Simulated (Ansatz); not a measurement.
**MgS: moving Mg off its site**

MgS, Fm-3m, a = 5.203 Å (as given, not relaxed at this level: -0.9 GPa). Ansatz: PBEsol, PAW, 420 eV, Γ-centred 8×8×8 mesh on 2 atoms, Gaussian smearing 0.05 eV; no spin polarisation.

```yaml
crystal:
  lattice:
    - [0.00000, 2.60165, 2.60165]
    - [2.60165, 0.00000, 2.60165]
    - [2.60165, 2.60165, 0.00000]
  atoms:
    - { symbol: Mg, position: [0.00000, 0.00000, 0.00000] }
    - { symbol: S, position: [0.50000, 0.50000, 0.50000] }
```

Atom 1 (Mg) moves by x along the unit vector (0.707, 0.707, 0.000), with its periodic images; all else is held. y is the free energy of the cell over the start, F the force along the path summed over the moved atoms. Symmetry makes y even in x.

| x (Å) | y (meV) | F (eV/Å) |
| --- | --- | --- |
| -0.1000 | 14.05 | 0.28 |
| -0.0500 | 3.49 | 0.14 |
| 0.0000 | 0.00 | 0.00 |
| 0.0125 | 0.22 | -0.03 |
| 0.0250 | 0.87 | -0.07 |
| 0.0375 | ? | ? |
| 0.0625 | 5.46 | -0.18 |
| 0.0750 | 7.88 | -0.21 |
| 0.0875 | 10.74 | -0.25 |

Fit y = c2 x² + c4 x⁴ to the energies of the other rows, give the force constant, and predict energy and force of the missing row.

Least squares on the rows shown. y = 1394 x² + 1104 x⁴. The force constant is 2 c2 = 2.79 eV/Å² (for all images moving together, not for a lone atom). With two atoms in a cubic cell this is the optical mode at Γ without the LO field: ω = 521.5 √(2 c2/μ) = 234 cm⁻¹ for μ = 13.82 u. The force −dy/dx at the missing row is -0.10 eV/Å (computed -0.10). At x = 0.0375 the fit asked for gives 1.96 meV. The run gave 1.96 meV, the same to the digits shown.